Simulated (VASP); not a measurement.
```
NaBr
1.0
    0.00000     2.98500     2.98500
    2.98500     0.00000     2.98500
    2.98500     2.98500     0.00000
Na Br
1 1
Cartesian
  0.00000   0.00000   0.00000
  2.98500   2.98500   2.98500
```

These are PBE GGA, VASP's PBE PAW potentials (set 64) (plane waves; VASP 6.6.1) values and carry that method's errors. Numerical set-up: 480 eV cut-off, 7×7×7 Γ-centred mesh, Gaussian smearing of 0.050 eV, potentials Na_pv Br.

Energy and stress use the plane-wave basis of the starting cell.

Q: The ions, cell shape and volume are relaxed. Predict the relaxed structure.

A: 
```
NaBr
1.0
    0.00000     3.01426     3.01426
    3.01426     0.00000     3.01426
    3.01426     3.01426     0.00000
Na Br
1 1
Direct
  0.00000   0.00000   0.00000
  0.50000   0.50000   0.50000
```
Space group Fm-3m (225), at a tolerance of 0.03 Å.

Q: How do energy and volume change from the first to the last step?

A: The energy (σ→0) changes by -1.6 meV/atom and the volume by +3.0 %, in 3 ionic steps.

The compound is NaBr in the rock salt structure. This run relaxes it. Symmetry was kept, so distortions that lower it aren't found.
